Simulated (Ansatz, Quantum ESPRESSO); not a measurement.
**CaSe (Fm-3m): third-order response**

Wanted: vibrational spectra of CaSe (Fm-3m) from linear and non-linear response.

Main program and level: Quantum ESPRESSO 8.0 development, patched; DFT LDA, scalar-relativistic, plane waves, PseudoDojo norm-conserving pseudopotentials.

Most raw output is cut from this account.

The database entry behind the starting cell differs from later determinations by our own check (0.1 to 0.3 % short, probably kX units), so it need not match the best structure at ambient conditions.

## 1. Starting point

It takes space group Fm-3m (No. 225, cubic). The conventional cell has a = 5.912 Å, b = 5.912 Å, c = 5.912 Å, α = 90.00°, β = 90.00°, γ = 90.00°. Nearest to Ca lie 6 Se at 2.96 Å. Nearest to Se lie 6 Ca at 2.96 Å. Farther neighbours and most contacts between anions are not listed.

Structure file:

```cif
data_structure
_symmetry_space_group_name_H-M 'P 1'
_symmetry_Int_Tables_number 1
_cell_length_a 4.1804
_cell_length_b 4.1804
_cell_length_c 4.1804
_cell_angle_alpha 60.000
_cell_angle_beta 60.000
_cell_angle_gamma 60.000
_cell_volume 51.66
loop_
_atom_site_label
_atom_site_type_symbol
_atom_site_fract_x
_atom_site_fract_y
_atom_site_fract_z
_atom_site_occupancy
Ca1 Ca 0.00000 0.00000 0.00000 1
Se2 Se 0.50000 0.50000 0.50000 1
```

## 2. A probe with smearing

A cheap run with smearing and empty bands tells whether the crystal has a gap, which decides between fixed occupations and smearing later on.

Contents of probe.in:

```
&CONTROL
  calculation = 'scf'
  prefix      = 'x'
  outdir      = './tmp'
  pseudo_dir  = './pseudo'
  tprnfor     = .true.
  tstress     = .true.
  verbosity   = 'high'
/
&SYSTEM
  ibrav       = 2
  celldm(1)   = 11.17206085
  nat         = 2
  ntyp        = 2
  ecutwfc     = 86.0
  occupations = 'smearing'
  smearing    = 'gaussian'
  degauss     = 0.01
/
&ELECTRONS
  conv_thr         = 1.0d-07
  mixing_beta      = 0.7
  electron_maxstep = 100
/
ATOMIC_SPECIES
 Ca     40.0780  Ca.upf
 Se     78.9710  Se.upf
ATOMIC_POSITIONS crystal
 Ca     0.000000000   0.000000000   0.000000000
 Se     0.500000000   0.500000000   0.500000000
K_POINTS automatic
 6 6 6 0 0 0
```

Launch:

```
$ OMP_NUM_THREADS=1 mpirun -n 4 pw.x -nk 4 -in probe.in > probe.out
```

Wall time 5.8 s (4 MPI ranks of Intel Xeon Platinum 8375C at 2.90GHz (Ice Lake), shared host).

Read from the output:

| Item | Value |
| --- | --- |
| volume per atom | 25.83 Å³ |
| pressure | -3.161 GPa |
| gap on the k-mesh | 1.875 eV |

A gap of 1.9 eV opens on this mesh, so the crystal is taken as an insulator; the start stands at -3.2 GPa.

## 3. Relaxation

The relaxation runs at a cutoff a fifth above that of the response, since stress converges more slowly with the basis than frequencies do. Forces and stress are brought to rest with tight thresholds.

Contents of relax.in:

```
&CONTROL
  calculation   = 'vc-relax'
  prefix        = 'x'
  outdir        = './tmp'
  pseudo_dir    = './pseudo'
  tprnfor       = .true.
  tstress       = .true.
  forc_conv_thr = 2.0d-05
  etot_conv_thr = 1.0d-07
  nstep         = 40
/
&SYSTEM
  ibrav       = 2
  celldm(1)   = 11.17206085
  nat         = 2
  ntyp        = 2
  ecutwfc     = 103
  occupations = 'fixed'
  nbnd        = 15
/
&ELECTRONS
  conv_thr         = 1.0d-11
  mixing_beta      = 0.7
  electron_maxstep = 100
/
&IONS
/
&CELL
  press_conv_thr = 0.2
/
ATOMIC_SPECIES
 Ca     40.0780  Ca.upf
 Se     78.9710  Se.upf
ATOMIC_POSITIONS crystal
 Ca     0.000000000   0.000000000   0.000000000
 Se     0.500000000   0.500000000   0.500000000
K_POINTS automatic
 8 8 8 0 0 0
```

Launch:

```
$ OMP_NUM_THREADS=1 mpirun -n 4 pw.x -nk 4 -in relax.in > relax.out
```

It took 72 s on 4 MPI ranks.

Relaxation path:

```csv
step,energy less that of the first step (eV),largest force (eV/Å),pressure (GPa),volume (Å³)
1,0.0000,0.0000,-3.16,51.66
2,-0.0144,0.0000,-2.42,50.83
3,-0.0284,0.0000,-1.22,49.61
4,-0.0326,0.0000,0.10,48.43
5,-0.0327,0.0000,0.00,48.52
6,-0.0327,0.0000,0.00,48.52
7,-0.0326,0.0000,0.00,48.52
```

```csv
"conventional cell, symmetrised",before,after,change
a (Å),5.912,5.790,-2.1 %
b (Å),5.912,5.790,-2.1 %
c (Å),5.912,5.790,-2.1 %
volume (Å³/atom),25.83,24.26,-6.1 %
```

The relaxed structure:

```
CELL_PARAMETERS angstrom
-2.89486 0.00000 2.89486
0.00000 2.89486 2.89486
-2.89486 2.89486 0.00000
ATOMIC_POSITIONS crystal
Ca 0.00000 0.00000 0.00000
Se 0.50000 0.50000 0.50000
```

The last row of the table of steps is pw.x's closing run on a basis chosen anew for the final cell, so its energy can jump.

This step gave:

```
volume per atom   : 24.26 Å³
pressure          : -0.002 GPa
gap on the k-mesh : 1.713 eV
```

The volume changes by -6.1 % from the cell with which this run began.

## 4. Ground state

The response is built on this ground state, so it is converged far tighter than an energy would need. With a gap, occupations are fixed, which also allows the response to an electric field.

Contents of scf.in:

```
&CONTROL
  calculation = 'scf'
  prefix      = 'x'
  outdir      = './tmp'
  pseudo_dir  = './pseudo'
  tprnfor     = .true.
  tstress     = .true.
/
&SYSTEM
  ibrav       = 2
  celldm(1)   = 10.94099425
  nat         = 2
  ntyp        = 2
  ecutwfc     = 86.0
  occupations = 'fixed'
  nbnd        = 15
/
&ELECTRONS
  conv_thr         = 1.0d-12
  mixing_beta      = 0.7
  electron_maxstep = 100
/
ATOMIC_SPECIES
 Ca     40.0780  Ca.upf
 Se     78.9710  Se.upf
ATOMIC_POSITIONS crystal
 Ca     0.000000000   0.000000000   0.000000000
 Se     0.500000000   0.500000000   0.500000000
K_POINTS automatic
 8 8 8 0 0 0
```

Launch:

```
$ OMP_NUM_THREADS=1 mpirun -n 4 pw.x -nk 4 -in scf.in > scf.out
```

Run time: 11 s. Hardware: 4 MPI ranks.

This step gave:

```
pressure : -0.004 GPa
```

The cell stands at -0.004 GPa, close enough for phonons.

## 5. Zone-centre response

At q = 0 one unit cell holds all displacements; symmetry groups them into irreducible representations that are solved one by one. The response to a field gives ε∞ and the Born charges, which polar modes need. Third-order response adds the Raman tensors.

Contents of ph.in:

```
phonons
&INPUTPH
  prefix = 'x'
  outdir = './tmp'
  fildyn = 'g.dyn'
  tr2_ph = 1.0d-18
  epsil  = .true.
  lraman = .true.
  elop   = .true.
/
0.000000000000 0.000000000000 0.000000000000
```

Launch:

```
$ OMP_NUM_THREADS=1 mpirun -n 4 ph.x -nk 4 -in ph.in > ph.out
```

Wall time 10 min (4 MPI ranks); 41 min of CPU time.

This step gave:

* miss of the charge sum rule: 0.005610 e
* largest acoustic frequency at the zone centre before the sum rule: 1.86 cm⁻¹
* highest optical zone-centre mode (no LO-TO term): 191.6 cm⁻¹
* lowest optical zone-centre mode: 191.6 cm⁻¹
* mean high-frequency dielectric constant: 6.051
* largest Born charge in size (third of the trace): 2.360 e

Born charge (rows field, columns displacement), before the sum rule (e), principal values of the symmetric part by kind of site:

```csv
atom,atoms with these values,low,middle,high,mean
Ca1,1,2.35,2.35,2.35,2.35
Se2,1,-2.36,-2.36,-2.36,-2.36
```

In full for Ca1:

```
2.35 0.00 0.00
0.00 2.35 0.00
0.00 0.00 2.35
```

High-frequency dielectric tensor:

```
6.05 0.00 0.00
0.00 6.05 0.00
0.00 0.00 6.05
```

The acoustic modes at Γ come out as far as 1.9 cm⁻¹ from zero, where they should vanish, a small numerical error; the Born charges miss their sum rule by 0.0056 e, which is good.

## 6. Modes with the sum rule

A rigid shift of the crystal must cost nothing, but grids and finite bases break this; the acoustic sum rule is imposed before the matrix is diagonalised again. With Born charges the intensities follow, and the static dielectric tensor.

Contents of dynmat.in:

```
&INPUT
  fildyn = 'g.dyn'
  asr    = 'simple'
  fileig = 'dynmat.eig'
  lperm  = .true.
/
```

Launch:

```
$ dynmat.x -in dynmat.in > dynmat.out
```

Elapsed: 0.58 s, on 1 thread.

Read from the output:

```yaml
mean_static_dielectric_constant: 11.83
```

Unit eigenvectors of the mass-weighted matrix after the sum rule; no LO-TO term. Modes at Γ, with each element's share of the kinetic energy:

```csv
mode,frequency (cm⁻¹),symmetry,Ca %,Se %
1,0.0,acoustic,34,66
2,0.0,acoustic,34,66
3,0.0,acoustic,34,66
4,191.6,T1u,66,34
5,191.6,T1u,66,34
6,191.6,T1u,66,34
```

Displacements in mode 5 (191.6 cm⁻¹), the largest set to 1:
```
Ca1  0.00  0.00  1.00
Se2  0.00  0.00 -0.51
```

Degenerate modes summed, no LO-TO term. Infrared lines, with heights relative to the strongest:

```csv
position (cm⁻¹),lines merged,label,"IR intensity, relative"
192,3,T1u,100
```

Static dielectric tensor (ions relaxed, fixed cell):

```
11.83  0.00  0.00
 0.00 11.83  0.00
 0.00  0.00 11.83
```

The rule moves no optical mode by more than 0.1 cm⁻¹.

## 7. Sum rules set otherwise: a sum rule for molecules or wires on a crystal

This rule also removes rotations, which suits wires and not a crystal; it is tried to see the harm.

Contents of dynmat.in:

```
&INPUT
  fildyn = 'g.dyn'
  asr    = 'one-dim'
  fileig = 'dynmat.eig'
  lperm  = .true.
/
```

Launch:

```
$ dynmat.x -in dynmat.in > dynmat.out
```

The job ended after 0.56 s (1 thread).

The run ended normally, but on settings that are not sound.

The fault: a sum rule for molecules or wires on a crystal; here no optical mode moves by more than 0.1 cm⁻¹.

Zone-centre frequencies as printed; negative means imaginary. Modes:

```csv
mode,frequency (cm⁻¹)
1,0
2,0
3,0
4,191.6
5,191.6
6,191.6
```

## 8. Sum rules set otherwise (asr no)

Without the rule the raw error of the acoustic modes shows.

Contents of dynmat.in:

```
&INPUT
  fildyn = 'g.dyn'
  asr    = 'no'
  fileig = 'dynmat.eig'
  lperm  = .true.
/
```

Launch:

```
$ dynmat.x -in dynmat.in > dynmat.out
```

Wall time 0.55 s (1 thread).

This step gave:

| Property | Result |
| --- | --- |
| mean static dielectric constant | 11.82 |

Zone-centre frequencies as printed; negative means imaginary. Modes:

```csv
mode,frequency (cm⁻¹)
1,1.86
2,1.86
3,1.86
4,191.6
5,191.6
6,191.6
```

Against the first rule no mode moves by more than 1.9 cm⁻¹.

## 9. Modes along a direction of q (1 0 0)

A longitudinal polar mode sets up a macroscopic field that stiffens it; the term hangs on the direction from which q goes to zero.

Contents of dynmat.in:

```
&INPUT
  fildyn = 'g.dyn'
  asr    = 'simple'
  fileig = 'dynmat.eig'
  q(1)   = 1.0
  q(2)   = 0.0
  q(3)   = 0.0
/
```

Launch:

```
$ dynmat.x -in dynmat.in > dynmat.out
```

The job ended after 0.56 s (1 thread).

This step gave:

```
highest mode moved by the LO-TO term : 267.8 cm⁻¹
```

Zone-centre frequencies as printed; negative means imaginary. Modes:

```csv
mode,frequency (cm⁻¹)
1,0
2,0
3,0
4,191.6
5,191.6
6,267.8
```

The field moves one mode, from 192 to 268 cm⁻¹; the others stay.

## 10. The same in Ansatz

A second program on the same cell, potentials, cutoff and meshes tests the implementation of the phonon response, not its convergence. Its field response is summed in its own way. Its k mesh is centred on Γ.

This step: DFT LDA, scalar-relativistic, plane waves, PseudoDojo norm-conserving pseudopotentials (Ansatz 0.2.0).

Contents of input.yaml:

```yaml
crystal:
  lattice:
    - [-2.8948624121, 0.0, 2.8948624121]
    - [0.0, 2.8948624121, 2.8948624121]
    - [-2.8948624121, 2.8948624121, 0.0]
  atoms:
    - { symbol: Ca, position: [0.0, 0.0, 0.0] }
    - { symbol: Se, position: [0.5, 0.5, 0.5] }
kpoints:
  mp_grid: { grid: [8, 8, 8] }
hamiltonian:
  xc: lda
  pseudopotentials: { kind: nc, accuracy: standard }
scf:
  occupations: { method: fixed }
output:
  eigenvalues: true
basis:
  ecutwfc: 1170.09
phonons:
  method: dfpt
  dielectric: true
  rigid_motions: translations
  raman: true
```

Launch:

```
$ ansatz run input.yaml --threads 4 --pin off --max-ram 8192MiB --backend cpu --events-out ev --progress --plain --runs-dir out
```

Run time: 2.3 min. Hardware: 4 threads; peak memory 1.7 GiB.

Read from the output:

- sum-rule residual before enforcement: 1.14e-4 eV/Å²
- miss of the charge sum rule: 4.40e-4 e
- estimated error of the dielectric tensor: 0.01574
- estimated error of the Born charges: 0.01737 e
- mean high-frequency dielectric constant: 6.014
- largest Born charge in size (third of the trace): 2.351 e
- mean static dielectric constant: 11.76
- highest mode moved by the LO-TO term: 267.9 cm⁻¹

Transverse modes. Infrared lines, with heights relative to the strongest:

```csv
position (cm⁻¹),label,"IR intensity ((D/Å)²/amu), degenerate modes summed, relative"
192,T1u,100
```

## 11. Side by side: QE PseudoDojo and Ansatz, PseudoDojo

Worked out from the results:

| Quantity | Value |
| --- | --- |
| root-mean-square difference | 0.02 cm⁻¹ |
| largest difference | 0.02 cm⁻¹ |

Frequencies side by side, by row:

```csv
q (reciprocal lattice),mode,QE PseudoDojo (cm⁻¹),"Ansatz, PseudoDojo (cm⁻¹)"
0 0 0,1,0,0
0 0 0,2,0,0
0 0 0,3,0,0
0 0 0,4,191.6,191.6
0 0 0,5,191.6,191.6
0 0 0,6,191.6,191.6
```

The two runs side by side. Further quantities:

```csv
quantity,QE PseudoDojo,"Ansatz, PseudoDojo"
mean ε∞,6.051,6.014
"largest Born charge in size (e; the first before, the second after the charge sum rule)",2.36,2.351
summed IR intensity ((D/Å)²/amu),14.47,14.39
```

At the zone centre the largest difference (acoustic modes at Γ apart) is 0.01 % of the highest mode.

## 12. Outcome

| Quantity | Value |
| --- | --- |
| space group after relaxation | Fm-3m |
| volume per atom | 24.3 Å³ |
| gap on the k-mesh | 1.71 eV |
| highest optical zone-centre mode (no LO-TO term) | 191.6 cm⁻¹ |
| highest mode moved by the LO-TO term | 267.8 cm⁻¹ |
| mean high-frequency dielectric constant | 6.05 |
| largest Born charge in size (third of the trace) | 2.36 e |
| mean static dielectric constant | 11.8 |
| imaginary optical modes at the zone centre (no q mesh in this session) | none |
| largest difference from Ansatz, PseudoDojo | 0.02 cm⁻¹ |

In words: No mode is Raman active in this structure; the strongest infrared line lies at 192 cm⁻¹. At the LDA level the optical modes of CaSe (Fm-3m) at the zone centre (no LO-TO term) lie at 192 cm⁻¹. Along the directions run, the highest mode that the macroscopic field moves lies at 268 cm⁻¹. Lattice motion raises the mean dielectric constant from 6.051 to 11.83. The Born charge of Se is -2.360 e against a formal charge of -2, somewhat above it. The Lyddane-Sachs-Teller relation holds: (ωLO/ωTO)² is 1.95 and ε₀/ε∞ is 1.95. QE PseudoDojo and Ansatz, PseudoDojo agree to 0.02 cm⁻¹ (0.01 % of the highest mode compared) on all solved modes but the acoustic ones at Γ, without the LO-TO term. These are harmonic frequencies at zero temperature: anharmonic shifts and linewidths and thermal expansion are left out. The build is a development version in which the Raman tensors of release 7.5 are mended; dynmat.x leaves out the electro-optic term of LO lines.

[Host names and launcher messages were left out of these logs when they were recorded.]

[Logs are printed without paths, hosts, clocks, repeated set-up lines and the standing remarks that a program may print on its own settings, such as how far it seeks lower states.]

[Hosts, paths, dates, database ids (printed as entryN), source tags and the programs' standing remarks are cut or masked in the printed files.]
